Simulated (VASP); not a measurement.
# Sc (P6_3/mmc) in VASP: further runs, part 2 of 3

VASP 6.6.1.

### Step 3. Electric field gradients, PBEsol

INCAR reads:

```
PREC = Accurate
ENCUT = 700
EDIFF = 1E-7
ISMEAR = -1
SIGMA = 0.05
LREAL = False
LASPH = True
NELM = 100
ALGO = Normal
ISIF = 2
LWAVE = False
LCHARG = False
GGA = PS
LEFG = True
```

KPOINTS reads:

```
Automatic mesh
0
Gamma
  11 11 6
```

POSCAR reads:

```
Sc
1.0
    3.3090000000      0.0000000000      0.0000000000
   -1.6545000000      2.8656780611      0.0000000000
    0.0000000000      0.0000000000      5.2733000000
Sc
2
Direct
    0.3333333333      0.6666666667      0.2500000000
    0.6666666667      0.3333333333      0.7500000000
```

Potentials or basis: VASP PAW PBE potentials, release 64 (Sc_sv).

On the command line:

```console
$ cat potpaw_PBE.64/Sc_sv/POTCAR > POTCAR
$ mpirun -np 1 vasp_std > vasp.out
```

OUTCAR:

```text
PREC = Accurate
   ENCUT = 700
   EDIFF = 1E-7
   ISMEAR = -1
   LREAL = False
   LASPH = True
   NELM = 100
   ISIF = 2
   GGA = PS

 ion  position               nearest neighbor table
   1  0.333  0.667  0.250-   2 3.26   2 3.26   2 3.26   2 3.26   2 3.26   2 3.26
   2  0.667  0.333  0.750-   1 3.26   1 3.26   1 3.26   1 3.26   1 3.26   1 3.26

  LATTYP: Found a hexagonal cell.
 ALAT       =     3.3090000000
 C/A-ratio  =     1.5936234512

  Lattice vectors:

 A1 = (   3.3090000000,   0.0000000000,   0.0000000000)
 A2 = (  -1.6545000000,   2.8656780611,   0.0000000000)
 A3 = (   0.0000000000,   0.0000000000,   5.2733000000)

Analysis of symmetry for initial positions (statically):
=====================================================================
 Subroutine PRICEL returns:
 Original cell was already a primitive cell.

 Routine SETGRP: Setting up the symmetry group for a
 hexagonal supercell.

 Subroutine GETGRP returns: Found 24 space group operations
 (whereof 12 operations were pure point group operations)
 out of a pool of 24 trial point group operations.

The static configuration has the point symmetry D_3d.
 The point group associated with its full space group is D_6h.

Analysis of symmetry for dynamics (positions and initial velocities):
=====================================================================
 Subroutine PRICEL returns:
 Original cell was already a primitive cell.

 Routine SETGRP: Setting up the symmetry group for a
 hexagonal supercell.

 Subroutine GETGRP returns: Found 24 space group operations
[... 580 lines left out ...]
      5     -24.4102      2.00000
      6     -24.3531      2.00000
      7     -24.2955      2.00000
      8     -24.2812      2.00000
      9      -0.2710      2.00000
     10       2.4078      2.00000
     11       3.3386      1.92105
     12       4.0279      0.00005
     13       4.9063      0.00000
     14       5.0410      0.00000
     15       5.3580      0.00000

 [... further k-points ...]

------------------------ aborting loop because EDIFF is reached ----------------------------------------

  FORCE on cell =-STRESS in cart. coord.  units (eV):
  Direction    XX          YY          ZZ          XY          YZ          ZX
  --------------------------------------------------------------------------------------
  -------------------------------------------------------------------------------------
  Total       -0.6929994     -0.6929994     -1.2282678      0.0000000      0.0000000      0.0000000
  in kB      -22.2042841    -22.2042841    -39.3547375      0.0000000      0.0000000      0.0000000
  external PRESSURE =     -27.9211019 kB  Pullay stress =       0.0000000 kB

 VOLUME and BASIS-vectors are now :
 -----------------------------------------------------------------------------
  energy-cutoff  :      700.00
  volume of cell :       50.00
      direct lattice vectors                 reciprocal lattice vectors
     3.309000000  0.000000000  0.000000000     0.302206105  0.174478776  0.000000000
    -1.654500000  2.865678061  0.000000000     0.000000000  0.348957552  0.000000000
     0.000000000  0.000000000  5.273300000     0.000000000  0.000000000  0.189634574

 POSITION                                       TOTAL-FORCE (eV/Angst)
 -----------------------------------------------------------------------------------
     -0.00000      1.91045      1.31832         0.000000     -0.000000      0.000000
      1.65450      0.95523      3.95498        -0.000000      0.000000      0.000000
 -----------------------------------------------------------------------------------
    total drift:                               -0.000000      0.000000     -0.000000

  FREE ENERGIE OF THE ION-ELECTRON SYSTEM (eV)
  ---------------------------------------------------
  free  energy   TOTEN  =       -13.1996656798 eV

  energy  without entropy=      -13.1648748584  energy(sigma->0) =      -13.18227027

 Electric field gradients (V/A^2)
---------------------------------------------------------------------
 ion       V_xx      V_yy      V_zz      V_xy      V_xz      V_yz
---------------------------------------------------------------------
   1      -4.830    -4.829     9.659     0.000     0.000    -0.000
   2      -4.830    -4.829     9.659     0.000    -0.000     0.000
---------------------------------------------------------------------

 Electric field gradients after diagonalization (V/A^2)
 (convention: |V_zz| > |V_xx| > |V_yy|)
----------------------------------------------------------------------
 ion       V_xx      V_yy      V_zz     asymmetry (V_yy - V_xx)/ V_zz
----------------------------------------------------------------------
   1      -4.830    -4.829     9.659       0.000
   2      -4.830    -4.829     9.659       0.000
----------------------------------------------------------------------

           NMR quadrupolar parameters

 Cq : quadrupolar parameter    Cq=e*Q*V_zz/h
 eta: asymmetry parameters     (V_yy - V_xx)/ V_zz
 Q  : nuclear electric quadrupole moment in mb (millibarn)
----------------------------------------------------------------------
 ion       Cq(MHz)       eta       Q (mb)
----------------------------------------------------------------------
   1       0.023       0.000       1.000
   2       0.023       0.000       1.000
----------------------------------------------------------------------
```

OSZICAR:

```text
N       E                     dE             d eps       ncg     rms          rms(c)
DAV:   1     0.420871878265E+03    0.42087E+03   -0.12721E+04  1920   0.193E+03
DAV:   2     0.133754203395E+02   -0.40750E+03   -0.40114E+03  2602   0.651E+02
DAV:   3    -0.143052607553E+02   -0.27681E+02   -0.27020E+02  3247   0.205E+02
DAV:   4    -0.147903563056E+02   -0.48510E+00   -0.48141E+00  2967   0.250E+01
DAV:   5    -0.147981793027E+02   -0.78230E-02   -0.77928E-02  3216   0.329E+00    0.783E+00
DAV:   6    -0.133900216635E+02    0.14082E+01   -0.32722E+00  2410   0.235E+01    0.229E+00
DAV:   7    -0.132130499881E+02    0.17697E+00   -0.79471E-01  2480   0.105E+01    0.876E-01
DAV:   8    -0.132017644558E+02    0.11286E-01   -0.37428E-02  2641   0.291E+00    0.282E-01
DAV:   9    -0.131996437351E+02    0.21207E-02   -0.11823E-02  2480   0.130E+00    0.206E-02
DAV:  10    -0.131996661093E+02   -0.22374E-04   -0.15107E-04  3188   0.200E-01    0.867E-03
DAV:  11    -0.131996645038E+02    0.16055E-05   -0.48488E-06  2976   0.265E-02    0.285E-03
DAV:  12    -0.131996658991E+02   -0.13953E-05   -0.10559E-06  2292   0.109E-02    0.970E-04
DAV:  13    -0.131996657077E+02    0.19146E-06   -0.31378E-08  1492   0.315E-03    0.904E-05
DAV:  14    -0.131996656798E+02    0.27881E-07   -0.85233E-09  1275   0.250E-03
   1 F= -.13199666E+02 E0= -.13182270E+02  d E =-.347908E-01
```

stdout:

```text
POSCAR found type information on POSCAR Sc
 POSCAR found :  1 types and       2 ions
 scaLAPACK will be used
 -----------------------------------------------------------------------------
|                                                                             |
|                                                                             |
|     You enforced a specific xc type in the INCAR file but a different       |
|     I HOPE YOU KNOW WHAT YOU ARE DOING!                                     |
|                                                                             |
 -----------------------------------------------------------------------------

 LDA part: xc-table for (Slater+PW92), standard interpolation
 POSCAR, INCAR and KPOINTS ok, starting setup
 FFT: planning ... GRIDC
 FFT: planning ... GRID_SOFT
 FFT: planning ... GRID
 WAVECAR not read
 entering main loop
ion   1

ion   2
```

Wall time 31 s (1 thread of Intel Xeon 6975P-C (Granite Rapids), shared host); peak memory 0.24 GiB.

Results:

| Quantity | Value |
| --- | --- |
| Free energy | -13.1997 eV |
| Pressure | -2.8 GPa |
| Band gap on the k mesh | none (metal or under the smearing width) |

Electric field gradients, principal values (V/Å²):
```tsv
atom	Vxx	Vyy	Vzz
1 Sc	-4.829	-4.830	9.659
2 Sc	-4.829	-4.830	9.659
```

Caveat: the PAW data sets were made with another functional, which shifts forces and pressure a little.

### Step 4. Electric field gradients, PBEsol

INCAR, as its differences from that of step 3:

```diff
@@ -1,3 +1,3 @@
 PREC = Accurate
-ENCUT = 700
+ENCUT = 500
 EDIFF = 1E-7
```

KPOINTS is that of step 3.

POSCAR is that of step 3.

Potentials or basis: VASP PAW PBE potentials, release 64 (Sc_sv).

On the command line:

```console
$ cat potpaw_PBE.64/Sc_sv/POTCAR > POTCAR
$ mpirun -np 1 vasp_std > vasp.out
```

OUTCAR:

```text
PREC = Accurate
   ENCUT = 500
   EDIFF = 1E-7
   ISMEAR = -1
   LREAL = False
   LASPH = True
   NELM = 100
   ISIF = 2
   GGA = PS

 ion  position               nearest neighbor table
   1  0.333  0.667  0.250-   2 3.26   2 3.26   2 3.26   2 3.26   2 3.26   2 3.26
   2  0.667  0.333  0.750-   1 3.26   1 3.26   1 3.26   1 3.26   1 3.26   1 3.26

  LATTYP: Found a hexagonal cell.
 ALAT       =     3.3090000000
 C/A-ratio  =     1.5936234512

  Lattice vectors:

 A1 = (   3.3090000000,   0.0000000000,   0.0000000000)
 A2 = (  -1.6545000000,   2.8656780611,   0.0000000000)
 A3 = (   0.0000000000,   0.0000000000,   5.2733000000)

Analysis of symmetry for initial positions (statically):
=====================================================================
 Subroutine PRICEL returns:
 Original cell was already a primitive cell.

 Routine SETGRP: Setting up the symmetry group for a
 hexagonal supercell.

 Subroutine GETGRP returns: Found 24 space group operations
 (whereof 12 operations were pure point group operations)
 out of a pool of 24 trial point group operations.

The static configuration has the point symmetry D_3d.
 The point group associated with its full space group is D_6h.

Analysis of symmetry for dynamics (positions and initial velocities):
=====================================================================
 Subroutine PRICEL returns:
 Original cell was already a primitive cell.

 Routine SETGRP: Setting up the symmetry group for a
 hexagonal supercell.

 Subroutine GETGRP returns: Found 24 space group operations
 (whereof 12 operations were pure point group operations)
 out of a pool of 24 trial point group operations.

The dynamic configuration has the point symmetry D_3d.
 The point group associated with its full space group is D_6h.

 Subroutine INISYM returns: Found 24 space group operations
 (whereof 12 operations are pure point group operations),
 and found     1 'primitive' translations

----------------------------------------------------------------------------------------

                                     Primitive cell

  volume of cell :      50.0042

  direct lattice vectors                    reciprocal lattice vectors
     3.309000000  0.000000000  0.000000000     0.302206105  0.174478776  0.000000000
    -1.654500000  2.865678061  0.000000000     0.000000000  0.348957552  0.000000000
     0.000000000  0.000000000  5.273300000     0.000000000  0.000000000  0.189634574

  length of vectors
     3.309000000  3.309000000  5.273300000     0.348957552  0.348957552  0.189634574

  position of ions in fractional coordinates (direct lattice)
     0.333333333  0.666666667  0.250000000
     0.666666667  0.333333333  0.750000000

  ion indices of the primitive-cell ions
   primitive index   ion index
                 1           1
                 2           2

----------------------------------------------------------------------------------------

 KPOINTS: Automatic mesh

Automatic generation of k-mesh.
[... 85 lines left out ...]
     AMIX     =   0.40;   BMIX     =  1.00
     AMIX_MAG =   1.60;   BMIX_MAG =  1.00
  volume/ion in A,a.u.               =      25.00       168.72
  Fermi-wavevector in a.u.,A,eV,Ry     =   1.245127  2.352948 21.093660  1.550340
  Thomas-Fermi vector in A             =   2.379363
   LORBIT       =      0    0 simple, 1 ext, 2 COOP (PROOUT), +10 PAW based schemes
   GGA     = PS    functional components
   LHFCALC =     F    Hartree Fock is set to
   AEXX    =    0.0000 exact exchange contribution
   IVDW    =     0    specifies the selected vdW correction
   LEPSILON=     F    determine dielectric tensor
   LRPA    =     F    only Hartree local field effects (RPA)
 non-spin polarized calculation
  energy-cutoff  :      500.00
  volume of cell :       50.00
 maximum number of plane-waves:      1296
   NGX = 13   NGY = 13   NGZ = 19

 number of electron      22.0000007 magnetization

 Free energy of the ion-electron system (eV)
  ---------------------------------------------------
  ext. energy  EPLUGINS =         0.00000000
  ---------------------------------------------------
  free energy    TOTEN  =       -13.19844043 eV

  energy without entropy =      -13.16364942  energy(sigma->0) =      -13.18104493

 E-fermi :   3.4984     XC(G=0):  -9.9320

 val. band max:        3.4929742334   @ k =   0.1818   0.1818   0.3333
 cond. band min:       3.5033216473   @ k =   0.1818   0.0000   0.1667
 fundamental gap:      0.0103474139
 Fermi energy:         3.4983783370

 k-point     1 :       0.0000    0.0000    0.0000
  band No.  band energies     occupation
      1     -45.7496      2.00000
      2     -45.6870      2.00000
      3     -24.6475      2.00000
      4     -24.3196      2.00000
      5     -24.3196      2.00000
      6     -24.2622      2.00000
      7     -24.2622      2.00000
      8     -24.2456      2.00000
      9      -1.6183      2.00000
     10       1.8247      2.00000
     11       3.9248      0.00040
     12       5.0835      0.00000
     13       5.0835      0.00000
     14       5.1960      0.00000
[... 401 lines left out ...]
      2     -45.6817      2.00000
      3     -24.5723      2.00000
      4     -24.4265      2.00000
      5     -24.4098      2.00000
      6     -24.3526      2.00000
      7     -24.2950      2.00000
      8     -24.2807      2.00000
      9      -0.2708      2.00000
     10       2.4080      2.00000
     11       3.3388      1.92105
     12       4.0281      0.00005
     13       4.9065      0.00000
     14       5.0412      0.00000
     15       5.3582      0.00000

 [... further k-points ...]

------------------------ aborting loop because EDIFF is reached ----------------------------------------

  FORCE on cell =-STRESS in cart. coord.  units (eV):
  Direction    XX          YY          ZZ          XY          YZ          ZX
  --------------------------------------------------------------------------------------
  -------------------------------------------------------------------------------------
  Total       -0.7124415     -0.7124415     -1.2468912      0.0000000      0.0000000      0.0000000
  in kB      -22.8272267    -22.8272267    -39.9514468      0.0000000      0.0000000      0.0000000
  external PRESSURE =     -28.5353000 kB  Pullay stress =       0.0000000 kB

 VOLUME and BASIS-vectors are now :
 -----------------------------------------------------------------------------
  energy-cutoff  :      500.00
  volume of cell :       50.00
      direct lattice vectors                 reciprocal lattice vectors
     3.309000000  0.000000000  0.000000000     0.302206105  0.174478776  0.000000000
    -1.654500000  2.865678061  0.000000000     0.000000000  0.348957552  0.000000000
     0.000000000  0.000000000  5.273300000     0.000000000  0.000000000  0.189634574

 POSITION                                       TOTAL-FORCE (eV/Angst)
 -----------------------------------------------------------------------------------
     -0.00000      1.91045      1.31832         0.000000     -0.000000      0.000000
      1.65450      0.95523      3.95498        -0.000000      0.000000      0.000000
 -----------------------------------------------------------------------------------
    total drift:                               -0.000000      0.000000     -0.000000

  FREE ENERGIE OF THE ION-ELECTRON SYSTEM (eV)
  ---------------------------------------------------
  free  energy   TOTEN  =       -13.1984404329 eV

  energy  without entropy=      -13.1636494195  energy(sigma->0) =      -13.18104493

 Electric field gradients (V/A^2)
---------------------------------------------------------------------
 ion       V_xx      V_yy      V_zz      V_xy      V_xz      V_yz
---------------------------------------------------------------------
   1      -4.831    -4.830     9.661     0.001     0.000    -0.000
   2      -4.831    -4.830     9.661     0.001    -0.000     0.000
---------------------------------------------------------------------

 Electric field gradients after diagonalization (V/A^2)
 (convention: |V_zz| > |V_xx| > |V_yy|)
----------------------------------------------------------------------
 ion       V_xx      V_yy      V_zz     asymmetry (V_yy - V_xx)/ V_zz
----------------------------------------------------------------------
   1      -4.832    -4.830     9.661       0.000
   2      -4.832    -4.830     9.661       0.000
----------------------------------------------------------------------

           NMR quadrupolar parameters

 Cq : quadrupolar parameter    Cq=e*Q*V_zz/h
 eta: asymmetry parameters     (V_yy - V_xx)/ V_zz
 Q  : nuclear electric quadrupole moment in mb (millibarn)
----------------------------------------------------------------------
 ion       Cq(MHz)       eta       Q (mb)
----------------------------------------------------------------------
   1       0.023       0.000       1.000
   2       0.023       0.000       1.000
----------------------------------------------------------------------
```

OSZICAR:

```text
N       E                     dE             d eps       ncg     rms          rms(c)
DAV:   1     0.384178850538E+03    0.38418E+03   -0.10825E+04  1920   0.151E+03
DAV:   2     0.797292821930E+01   -0.37621E+03   -0.37064E+03  2661   0.659E+02
DAV:   3    -0.144780885862E+02   -0.22451E+02   -0.21662E+02  3238   0.189E+02
DAV:   4    -0.147928771681E+02   -0.31479E+00   -0.31071E+00  2976   0.218E+01
DAV:   5    -0.147976561707E+02   -0.47790E-02   -0.47718E-02  3209   0.268E+00    0.782E+00
DAV:   6    -0.133890647946E+02    0.14086E+01   -0.32735E+00  2410   0.234E+01    0.228E+00
DAV:   7    -0.132118966663E+02    0.17717E+00   -0.79418E-01  2473   0.104E+01    0.876E-01
DAV:   8    -0.132005350423E+02    0.11362E-01   -0.37171E-02  2585   0.288E+00    0.281E-01
DAV:   9    -0.131984206596E+02    0.21144E-02   -0.11702E-02  2487   0.128E+00    0.206E-02
DAV:  10    -0.131984412098E+02   -0.20550E-04   -0.14053E-04  3101   0.190E-01    0.873E-03
DAV:  11    -0.131984392637E+02    0.19461E-05   -0.50862E-06  2964   0.250E-02    0.284E-03
DAV:  12    -0.131984406127E+02   -0.13489E-05   -0.10149E-06  2215   0.103E-02    0.904E-04
DAV:  13    -0.131984404632E+02    0.14948E-06   -0.28497E-08  1534   0.289E-03    0.922E-05
DAV:  14    -0.131984404329E+02    0.30271E-07   -0.76825E-09  1282   0.224E-03
   1 F= -.13198440E+02 E0= -.13181045E+02  d E =-.347910E-01
```

stdout:

```text
POSCAR found type information on POSCAR Sc
 POSCAR found :  1 types and       2 ions
 scaLAPACK will be used
 -----------------------------------------------------------------------------
|                                                                             |
|                                                                             |
|     You enforced a specific xc type in the INCAR file but a different       |
|     I HOPE YOU KNOW WHAT YOU ARE DOING!                                     |
|                                                                             |
 -----------------------------------------------------------------------------

 LDA part: xc-table for (Slater+PW92), standard interpolation
 POSCAR, INCAR and KPOINTS ok, starting setup
 FFT: planning ... GRIDC
 FFT: planning ... GRID_SOFT
 FFT: planning ... GRID
 WAVECAR not read
 entering main loop
ion   1

ion   2
```

It took 15 s on 1 thread of Intel Xeon 6975P-C (Granite Rapids), shared host; peak memory 0.18 GiB.

What came out:

* Free energy: -13.1984 eV
* Pressure: -2.9 GPa
* Band gap on the k mesh: none (metal or under the smearing width)

Electric field gradients, principal values (V/Å²):
| atom | Vxx | Vyy | Vzz |
| --- | --- | --- | --- |
| 1 Sc | -4.830 | -4.832 | 9.661 |
| 2 Sc | -4.830 | -4.832 | 9.661 |

Caveat: the PAW data sets were made with another functional, which shifts forces and pressure a little.

[end of part 2 of 3]
